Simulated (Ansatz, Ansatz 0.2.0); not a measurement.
# Enthalpy of formation of V₂O₅ from LDA, PBEsol and r²SCAN, with tests of convergence and dispersion

## Experiment

The reference is the standard enthalpy of formation of vanadium pentoxide from the elements at 298 K, taken from a printed reference work on thermochemical data of elements and inorganic compounds. It is −1551.3 kJ per mole of formula units, or −2.297 eV per atom. The value is compiled thermochemistry: it refers to the reaction of vanadium metal with oxygen gas to the solid oxide, and an individual calorimetric experiment or sample behind it is not shown in this report. Real V₂O₅ is often slightly deficient in oxygen, so the composition of a sample matters in principle. The calculations start from an orthorhombic diffraction structure, space group Pmmn, with 14 atoms in the cell and $a$ = 3.564 Å, $b$ = 11.512 Å, $c$ = 4.368 Å.

| compared with | measured | source's wording or label | T (K) | method |
| --- | --- | --- | --- | --- |
| ΔH per atom (eV/atom) | −2.297 | -1551.3 kJ/mol | room temperature | compiled thermochemistry |

Conditions are those given with the value in the passage it was taken from; "not stated" means there, and the paper may say more elsewhere. The values are a selection: others may have been left out beforehand as unlike or outlying.

## Plan

The aim is the cheapest level of theory that gives the enthalpy of formation to within 0.05 eV per atom of the reference. That is tight enough to expose the usual error of semilocal functionals for the O₂ molecule, which enters with five oxygen atoms per formula unit, and wide enough to leave room for what a static calculation omits. Zero-point motion and heat content up to 298 K partly cancel between oxide and elements; a few hundredths of an eV per atom is a rough upper size for what remains.

The model is the stoichiometric, nonmagnetic crystal, relaxed together with vanadium metal, and O₂ as a molecule in a box. The work begins with a gradient-corrected functional on a light mesh, settles mesh and cutoff there, and then changes the functional. The layers of V₂O₅ are held together largely by van der Waals forces, so dispersion is examined as a separate step. Meta-GGAs, which usually treat O₂ better, follow if the cheaper functionals fail.

Plain PBE isn't shown in this study.

System: V2O5; Pmmn (No. 59), 14 atoms in the primitive cell; the database structure is a diffraction structure: a = 3.564 Å, b = 11.512 Å, c = 4.368 Å; structure from the Crystallography Open Database.

On the selection of runs and values: Further runs on this system are not shown.

## 1. PBEsol on a light mesh

PBEsol on a 4×2×4 mesh with a 420 eV cutoff is an inexpensive starting point for a closed-shell oxide with a gap. PBEsol overbinds O₂, which should make the enthalpy too little exothermic; how much of this survives in the difference between oxide and elements is the first thing to learn.

**Run 1.** Ansatz 0.2.0: PBEsol, O2 as a molecule in a box of 10 to 11 A, compound and elements relaxed, PAW set soft_2, cutoff 420 eV, 4x2x4 k mesh, Gaussian smearing 0.02 eV.

Key lines of the input:
```
crystal:
  # lattice and atoms
kpoints:
  mp_grid: { grid: [4, 2, 4] }
hamiltonian:
  xc: pbesol
scf:
  occupations: { method: gaussian, width: 0.02 }
output:
  forces: true
  stress: true
basis:
  ecutwfc: 420.0
relax:
  adjacent_minimum: "off"
  f_tol: 0.005
  max_steps: 60
  cell: { stress_tol: 0.03 }
```

Command:
```
ansatz run input.yaml --threads 4 --pin off --max-ram 16384MiB --backend cpu --events-out ev --progress --plain --runs-dir out
```

Selected lines of the output:
```
[V2O5, 14 atoms, space group Pmmn, 4x2x4 mesh] E sigma→0 (E₀):  -17156.498258 eV
[V, 1 atoms, space group Im-3m, 10x10x10 mesh] E sigma→0 (E₀):  -2885.285160 eV
[O, 2 atoms, space group none (molecule), 1x1x1 mesh, spin-polarised] E sigma→0 (E₀):  -1116.565912 eV
```

Converged; 44 s on 4 cores of Arm Neoverse V1, shared host. Warnings: another step: stress_scf_threshold_loose.

| quantity | run 1 | measured | deviation |
| --- | --- | --- | --- |
| ΔH per atom (eV/atom) | −2.323 | −2.297 | −0.026 (−1.2 %) |
| ΔH per mole of formula units (kJ/mol) | −1569.2 |  |  |
| conventional cell volume (Å³) | 178.09 |  |  |

The enthalpy is −2.323 eV per atom, 0.026 eV more exothermic than the reference and inside the target. The sign is opposite to the one anticipated from the overbinding of O₂. Either the errors of the oxide and of vanadium metal outweigh that of the molecule, or the light settings contribute; the second possibility can be tested directly. The run also raised the warning `stress_scf_threshold_loose` in another step, and its name alone does not establish any effect on the enthalpy.

## 2. Denser meshes for the oxide

The margin to the limit is about as large as the deviation itself, so the numerical settings have to be secured before PBEsol is credited with a pass. The mesh comes first, in two steps at the same cutoff: 6×2×6, then 8×4×8, which also refines the long axis. For an insulator with a cell of this size the change should be small.

**Run 2.** Ansatz 0.2.0: PBEsol, O2 as a molecule in a box of 10 to 11 A, compound and elements relaxed, PAW set soft_2, cutoff 420 eV, 6x2x6 k mesh, Gaussian smearing 0.02 eV.

Key lines of the input, as changed from run 1:
```diff
  kpoints:
-   mp_grid: { grid: [4, 2, 4] }
+   mp_grid: { grid: [6, 2, 6] }
```

Selected lines of the output:
```
[V2O5, 14 atoms, space group Pmmn, 6x2x6 mesh] E sigma→0 (E₀):  -17156.501744 eV
[V, 1 atoms, space group Im-3m, 18x18x18 mesh] E sigma→0 (E₀):  -2885.290551 eV
[O, 2 atoms, space group none (molecule), 1x1x1 mesh, spin-polarised] E sigma→0 (E₀):  -1116.565912 eV
```

Converged; 76 s on the same hardware. Warnings: another step: stress_scf_threshold_loose.

**Run 3.** Ansatz 0.2.0: PBEsol, O2 as a molecule in a box of 10 to 11 A, compound and elements relaxed, PAW set soft_2, cutoff 420 eV, 8x4x8 k mesh, Gaussian smearing 0.02 eV.

Key lines of the input, as changed from run 1:
```diff
  kpoints:
-   mp_grid: { grid: [4, 2, 4] }
+   mp_grid: { grid: [8, 4, 8] }
```

Selected lines of the output:
```
[V2O5, 14 atoms, space group Pmmn, 8x4x8 mesh] E sigma→0 (E₀):  -17156.501516 eV
[V, 1 atoms, space group Im-3m, 24x24x24 mesh] E sigma→0 (E₀):  -2885.290214 eV
```

Converged; 4.9 min on 4 cores of Arm Neoverse N1, shared host. Warnings: another step: stress_scf_threshold_loose.

| quantity | run 2 | run 3 | measured |
| --- | --- | --- | --- |
| ΔH per atom (eV/atom) | −2.322 | −2.322 | −2.297 |
| ΔH per mole of formula units (kJ/mol) | −1568.4 | −1568.4 |  |
| conventional cell volume (Å³) | 177.90 | 177.89 |  |

The mesh is settled for this purpose. The enthalpy moves by 0.001 eV per atom from the lightest mesh to 6×2×6, and the still denser mesh leaves it at −2.322 eV per atom. The vanadium mesh was refined along with that of the oxide, so the test covers the metal as well, where sampling matters more. The excess over the reference is therefore not a sampling error.

## 3. A higher cutoff for PBEsol

The basis remains to be tested. Oxygen has compact 2p states, and its truncation error need not be the same in the molecule and in the oxide, so cancellation cannot be taken for granted. The cutoff is raised from 420 to 570 eV on the 6×2×6 mesh, which is dense enough according to the results above. A shift of more than about 0.02 eV per atom towards stronger binding would put the pass in danger.

**Run 4.** Ansatz 0.2.0: PBEsol, O2 as a molecule in a box of 10 to 11 A, compound and elements relaxed, PAW set soft_2, cutoff 570 eV, 6x2x6 k mesh, Gaussian smearing 0.02 eV.

Key lines of the input, as changed from run 2:
```diff
  basis:
-   ecutwfc: 420.0
+   ecutwfc: 570.0
```

Selected lines of the output:
```
[V2O5, 14 atoms, space group Pmmn, 6x2x6 mesh] E sigma→0 (E₀):  -17156.570226 eV
[O, 2 atoms, space group none (molecule), 1x1x1 mesh, spin-polarised] E sigma→0 (E₀):  -1116.583008 eV
```

Converged; 2.4 min on the same hardware. Warnings: another step: stress_scf_threshold_loose.

| quantity | run 4 | measured | deviation |
| --- | --- | --- | --- |
| ΔH per atom (eV/atom) | −2.320 | −2.297 | −0.023 (−1.0 %) |
| ΔH per mole of formula units (kJ/mol) | −1567.3 |  |  |
| conventional cell volume (Å³) | 177.90 |  |  |

Raising the cutoff changes the enthalpy by only 0.002 eV per atom, to −2.320. The total energies move more: the oxide cell drops by 0.068 eV and each O₂ molecule by 0.017 eV. Since five molecules go into one cell, most of the change cancels. PBEsol thus meets the target with a deviation of −0.023 eV per atom, and neither mesh nor cutoff accounts for the agreement. At 420 eV the result is already good enough for a limit of 0.05 eV per atom.

## 4. Adding dispersion to PBEsol

The pass rests on a functional without long-range dispersion, in a crystal whose layers are held together largely by it. D3(BJ) is added at 420 eV and 6×2×6, so that the result can be compared directly with the plain PBEsol run. The correction also binds vanadium metal, but the oxide cell has many more atoms to gain from it. The enthalpy should therefore become more exothermic, away from the reference, and the question is whether it stays within the limit.

**Run 5.** Ansatz 0.2.0: PBEsol+D3(BJ), O2 as a molecule in a box of 10 to 11 A, compound and elements relaxed, PAW set soft_2, cutoff 420 eV, 6x2x6 k mesh, Gaussian smearing 0.02 eV.

Key lines of the input, as changed from run 2:
```diff
  hamiltonian:
+   dispersion: d3bj
```

Selected lines of the output:
```
[V2O5, 14 atoms, space group Pmmn, 6x2x6 mesh] E sigma→0 (E₀):  -17158.444599 eV
[V, 1 atoms, space group Im-3m, 18x18x18 mesh] E sigma→0 (E₀):  -2885.994121 eV
```

Converged; 3.3 min on the same hardware. Warnings: another step: stress_scf_threshold_loose.

| quantity | run 5 | measured | deviation |
| --- | --- | --- | --- |
| ΔH per atom (eV/atom) | −2.259 | −2.297 | +0.038 (+1.7 %) |
| ΔH per mole of formula units (kJ/mol) | −1525.8 |  |  |
| conventional cell volume (Å³) | 170.42 |  |  |

Dispersion acts in the opposite direction to the one anticipated: the enthalpy becomes less exothermic by 0.063 eV per atom, to −2.259. The reason is the metal. D3(BJ) lowers vanadium by about 0.70 eV per atom, and the four vanadium atoms needed for one oxide cell together gain more than the roughly 1.9 eV gained by the cell itself. A pairwise correction of this kind neglects most of the screening by conduction electrons, which makes such a large gain in a bulk metal doubtful.

The result still meets the target, but the correction does not improve the description. The oxide cell shrinks from 177.90 to 170.42 Å³, whereas the diffraction cell has roughly 180 Å³. Plain PBEsol is closer in both volume and enthalpy, and its lack of long-range dispersion is evidently not repaired by this addition.

## 5. r²SCAN as a test of cancellation

Plain PBEsol passes although its overbinding of O₂ should leave the oxide too weakly bound, which points to compensating errors. The meta-GGA r²SCAN usually describes the molecule better and is the natural comparison. It is run at 520 eV on the same oxide mesh. It is likely to cost more than PBEsol, and would have to come clearly closer to the reference to justify that; a more exothermic value is expected if the O₂ error dominates the difference between the two functionals.

**Run 6.** Ansatz 0.2.0: r2SCAN, O2 as a molecule in a box of 10 to 11 A, compound and elements relaxed, PAW set soft_2, cutoff 520 eV, 6x2x6 k mesh, Gaussian smearing 0.02 eV.

Key lines of the input, as changed from run 2:
```diff
  hamiltonian:
-   xc: pbesol
+   xc: r2scan
  basis:
-   ecutwfc: 420.0
+   ecutwfc: 520.0
```

Converged; 3.4 min on 4 cores of Arm Neoverse V1, shared host. Warnings: another step: stress_scf_threshold_loose.

| quantity | run 6 | measured | deviation |
| --- | --- | --- | --- |
| ΔH per atom (eV/atom) | −2.466 | −2.297 | −0.169 (−7.3 %) |
| ΔH per mole of formula units (kJ/mol) | −1665.4 |  |  |
| conventional cell volume (Å³) | 178.36 |  |  |

r²SCAN gives −2.466 eV per atom, too exothermic by 0.169 eV, more than three times the limit. The shift from PBEsol has the anticipated direction, but it leads away from the reference. The volume, 178.36 Å³, is close to that of PBEsol, so a poor structure is not the obvious cause.

This fits the suspicion that PBEsol profits from compensating errors: if the molecule is described better, an excess of binding in the oxide relative to vanadium metal is no longer hidden. A separation of the two contributions is not shown in this report, however, and an unequal treatment of the metal and the $d^0$ oxide by r²SCAN remains a conjecture.

## 6. LDA below, nonlocal correlation above

Two comparisons place the PBEsol result between its neighbours. LDA is the simpler functional and has to be examined before PBEsol can be called the cheapest adequate level among those tried; its stronger overbinding of solids should make the enthalpy more exothermic than with PBEsol, unless the error of O₂ grows as fast. At the upper end, rVV10 adds the van der Waals part missing from r²SCAN, at the same cutoff and mesh, and tests whether that omission explains the miss. The sign of its effect is open, because it acts on the metal as well as on the layers.

**Run 7.** Ansatz 0.2.0: LDA, O2 as a molecule in a box of 10 to 11 A, compound and elements relaxed, PAW set soft_2, cutoff 420 eV, 6x2x6 k mesh, Gaussian smearing 0.02 eV.

Key lines of the input, as changed from run 2:
```diff
  hamiltonian:
-   xc: pbesol
+   xc: lda
```

Converged; 2.6 min on the same hardware. Warnings: another step: stress_scf_threshold_loose.

**Run 8.** Ansatz 0.2.0: r2SCAN+rVV10, O2 as a molecule in a box of 10 to 11 A, compound and elements relaxed, PAW set soft_2, cutoff 520 eV, 6x2x6 k mesh, Gaussian smearing 0.02 eV.

Key lines of the input, as changed from run 6:
```diff
  hamiltonian:
+   dispersion: rvv10
```

Converged; 5.7 min on the same hardware. Warnings: another step: stress_scf_threshold_loose.

| quantity | run 7 | run 8 | measured |
| --- | --- | --- | --- |
| ΔH per atom (eV/atom) | −2.554 | −2.494 | −2.297 |
| ΔH per mole of formula units (kJ/mol) | −1724.9 | −1684.2 |  |
| conventional cell volume (Å³) | 162.68 | 172.58 |  |

LDA gives −2.554 eV per atom, too exothermic by about 0.26 eV. The direction is the anticipated one, and it fits a stronger binding of the solid that outweighs the overbinding of O₂. The cell is also much too small, at 162.68 Å³ against roughly 180 Å³ from diffraction. The simpler functional is therefore no substitute for PBEsol here.

Adding rVV10 to r²SCAN makes the enthalpy more exothermic by 0.028 eV per atom, to −2.494, and widens the miss to 0.197 eV. The missing van der Waals part thus does not explain the failure of r²SCAN. The cell contracts from 178.36 to 172.58 Å³, further below the diffraction volume than thermal expansion would normally account for. As with D3(BJ) on PBEsol, the dispersion term makes the cell too small, but its effect on the enthalpy has the opposite sign.

## Summary of runs

| run | settings | ΔH per atom (eV/atom) | deviation | cost |
| --- | --- | --- | --- | --- |
| 1 | PBEsol, cutoff 420 eV, 4x2x4 k mesh | −2.323 | −0.026 (−1.2 %) | 3 core-min |
| 2 | PBEsol, cutoff 420 eV, 6x2x6 k mesh | −2.322 | −0.025 (−1.1 %) | 5 core-min |
| 3 | PBEsol, cutoff 420 eV, 8x4x8 k mesh | −2.322 | −0.025 (−1.1 %) | 20 core-min |
| 4 | PBEsol, cutoff 570 eV, 6x2x6 k mesh | −2.320 | −0.023 (−1.0 %) | 9.5 core-min |
| 5 | PBEsol+D3(BJ), cutoff 420 eV, 6x2x6 k mesh | −2.259 | +0.038 (+1.7 %) | 13 core-min |
| 6 | r2SCAN, cutoff 520 eV, 6x2x6 k mesh | −2.466 | −0.169 (−7.3 %) | 14 core-min |
| 7 | LDA, cutoff 420 eV, 6x2x6 k mesh | −2.554 | −0.257 (−11.2 %) | 11 core-min |
| 8 | r2SCAN+rVV10, cutoff 520 eV, 6x2x6 k mesh | −2.494 | −0.197 (−8.6 %) | 23 core-min |
|  | measured | −2.297 |  |  |

Further runs on the same system, made beside this series (convergence steps with loose settings among them):

| further | settings | ΔH per atom (eV/atom) | deviation | cost | status |
| --- | --- | --- | --- | --- | --- |
| F1 | BLYP, compound and elements relaxed, cutoff 420 eV, 6x2x6 k mesh | −2.441 | −0.144 (−6.2 %) | 59 core-min | warnings: another step: stress_scf_threshold_loose |
| F2 | PBEsol, compound and elements in their database cells, cutoff 420 eV, 6x2x6 k mesh | −2.332 | −0.035 (−1.5 %) | under 1 core-min |  |
|  | measured | −2.297 |  |  |  |

## Verdict

PBEsol meets the target of 0.05 eV per atom. On the lightest mesh, with a 420 eV cutoff and full relaxation, it gives −2.323 eV per atom, 0.026 eV too exothermic, for 3 core-minutes. Keeping the compound and elements in their database cells costs under one core-minute and still passes, at −0.035 eV; this is the cheapest adequate level shown.

The mesh and cutoff tests secured this pass: they moved the PBEsol result by no more than 0.003 eV per atom in all. The densest mesh only confirmed the one before it. A check with other potentials is not shown in this report.

The agreement probably rests on a cancellation. Overbinding of O₂ should make the oxide too little exothermic, yet PBEsol errs slightly the other way, so an opposing error must come from the oxide or vanadium metal. A separation of these is not shown in this report. r²SCAN misses by −0.169 eV and LDA by −0.257 eV. BLYP, at −0.144 eV, also fails on the exothermic side, so the usual O₂ error alone does not explain the results.

Dispersion brought no secure improvement. PBEsol+D3(BJ) passes at +0.038 eV, but through a doubtful stabilisation of vanadium metal and with too small an oxide cell. rVV10 widened the r²SCAN miss.

Zero-point motion and heat content, omitted here, could together amount to a few hundredths of an eV per atom, as much as the remaining PBEsol deviation; their net sign is not shown in this report. Oxygen deficiency in real samples is a further, unquantified uncertainty. The PBEsol pass therefore holds for this enthalpy and does not establish the functional for other vanadium oxides.

[Logs are printed without paths, hosts, clocks, repeated set-up lines and the standing remarks that a program may print on its own settings, such as how far it seeks lower states.]

[The runs shown are a pick from a larger set of finished runs; failed, doubtful and other runs were left out of it ahead of writing. So were measured values far from every level or from commonly accepted values, and agreement can look better than it is. Lines of input and output are excerpts and may be shortened.]
